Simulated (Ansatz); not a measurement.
**What a trial cell of Sb relaxes into**

Level of theory: DFT PBE, scalar-relativistic, plane waves, PAW (Ansatz 0.2.0). Cutoff 420 eV, Gaussian smearing, Γ-centred meshes. Cell and atoms relax first on a coarse mesh and then on a finer one. In between, the cell is made exact in the group found at 0.06 Å. In metals the finer mesh still leaves noise of several meV/atom or more. The steps can't lower the symmetry of their start. No spin polarisation.

The cell of Sb is invented: random cell by space group and Wyckoff sites (P4_2/nnm, No. 134). The dimensions are guesses.

```cif
data_structure
_symmetry_space_group_name_H-M 'P 1'
_symmetry_Int_Tables_number 1
_cell_length_a 5.1286
_cell_length_b 5.1286
_cell_length_c 6.3372
_cell_angle_alpha 90.000
_cell_angle_beta 90.000
_cell_angle_gamma 90.000
_cell_volume 166.68
loop_
_atom_site_label
_atom_site_type_symbol
_atom_site_fract_x
_atom_site_fract_y
_atom_site_fract_z
_atom_site_occupancy
Sb1 Sb 0.75000 0.75000 0.25000 1
Sb2 Sb 0.25000 0.25000 0.25000 1
Sb3 Sb 0.75000 0.25000 0.75000 1
Sb4 Sb 0.25000 0.75000 0.75000 1
Sb5 Sb 0.00000 0.00000 0.00000 1
Sb6 Sb 0.50000 0.50000 0.50000 1
```

Energies count from the standard state of Sb at the same level.

Question: Which structure results?

Answer: The symmetry stays P4_2/nnm (No. 134). The volume per atom grows by 21.3 %, from 27.8 to 33.7 Å³. The shortest distance goes from 2.41 Å (Sb–Sb) to 3.06 Å (Sb–Sb). The ratio c/a of the conventional cell changes by a factor of 1.95. The energy falls by about 1.9 eV/atom (the start's value is from the coarse mesh). Conventional cell: a = 4.380 Å, c = 10.538 Å. Around Sb on a site of symmetry 2/m lie 6 Sb at 3.06–3.10 Å; Sb on a site of symmetry -42m has 4 Sb at 3.06 Å.

```cif
data_structure
_symmetry_space_group_name_H-M 'P4_2/nnm:1'
_symmetry_Int_Tables_number 134
_cell_length_a 4.3799
_cell_length_b 4.3799
_cell_length_c 10.5379
_cell_angle_alpha 90.000
_cell_angle_beta 90.000
_cell_angle_gamma 90.000
_cell_volume 202.15
loop_
_atom_site_label
_atom_site_type_symbol
_atom_site_symmetry_multiplicity
_atom_site_Wyckoff_symbol
_atom_site_fract_x
_atom_site_fract_y
_atom_site_fract_z
_atom_site_occupancy
Sb1 Sb 4 e 0.75000 0.75000 0.25000 1
Sb2 Sb 2 a 0.00000 0.00000 0.00000 1
```

Question: Give its energy and gap.

Answer:

| Property | Result |
| --- | --- |
| Energy over the standard state | +0.31 eV/atom |
| Gap on the 8×8×4 mesh of the 6-atom cell | 0 eV (a metal) |

It lies above the standard state, so it could only be metastable.

The last run used Gaussian smearing of 0.10 eV. Spin–orbit coupling, which can matter for Sb, is left out. Symmetry constrained the relaxation, so the result can be a saddle point.
